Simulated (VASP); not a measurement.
# ZnS: molecular dynamics with the cell free or held by constraints

ZnS, F-43m (no. 216), 8 atoms in the cell. PBE, constrained or biased molecular dynamics; PAW potentials Zn, S (PBE set).

| Held coordinates | Spread of the volume (Å³) | Time (s) |
|---|---|---|
| none | 0.28 | 120 |
| volume held, shape free | 0.00 | 120 |
| angles held, lengths free | 1.64 | 120 |
| lengths in step, angles held | 1.31 | 117 |

Limits: each run has its own random start, so only a spread that vanishes tells of a constraint; the run is only 0.12 ps long, so its averages are rough.

## Input of the first row

INCAR:
```
SYSTEM = ZnS
PREC     = Normal         ! precision mode
EDIFF    = 1E-5           ! SCF threshold, eV
LREAL    = .FALSE.        ! projectors in reciprocal space
ALGO     = Normal         ! electronic algorithm
NELMIN   = 4            
ISYM     = 0            
LWAVE    = .FALSE.        ! write WAVECAR
LCHARG   = .FALSE.        ! write CHGCAR
IBRION   = 0              ! ionic algorithm
ISIF     = 3              ! what is computed and relaxed
TEBEG    = 500          
POTIM    = 2.0            ! step
RANDOM_SEED= 265729 0 0   
ENCUT    = 380            ! plane-wave cutoff, eV
ISMEAR   = 0              ! smearing method
SIGMA    = 0.05           ! smearing width, eV
MDALGO   = 3            
LANGEVIN_GAMMA= 10 10        
LANGEVIN_GAMMA_L= 10           
PMASS    = 1000         
NSW      = 60             ! ionic steps
```

KPOINTS:
```
k-points
0
Gamma
  3 3 3
```

POSCAR:
```
ZnS
1.0
    5.4040000000      0.0000000000      0.0000000000
    0.0000000000      5.4040000000      0.0000000000
    0.0000000000      0.0000000000      5.4040000000
Zn S
4 4
Direct
    0.2500000000      0.2500000000      0.2500000000
    0.2500000000      0.7500000000      0.7500000000
    0.7500000000      0.2500000000      0.7500000000
    0.7500000000      0.7500000000      0.2500000000
    0.0000000000      0.0000000000      0.0000000000
    0.0000000000      0.5000000000      0.5000000000
    0.5000000000      0.0000000000      0.5000000000
    0.5000000000      0.5000000000      0.0000000000
```

Commands:
```
cat potpaw_PBE.64/Zn/POTCAR potpaw_PBE.64/S/POTCAR > POTCAR
mpirun -np 4 vasp_std > vasp.out
```

ICONST of row 4:
```
LA 1 2 0
LA 1 3 0
LA 2 3 0
LR 1 0
LR 2 0
LR 3 0
S 1.0 0.0 0.0 0.0 0.0 0.0 0
S 0.0 1.0 0.0 0.0 0.0 0.0 0
S 0.0 0.0 1.0 0.0 0.0 0.0 0
S 0 0 0 1 -1 0 0
S 0 0 0 1 0 -1 0
```

VASP 6.6.1 took 120 s on 4 cores (Intel Xeon 6975P-C (Granite Rapids)), a shared host.
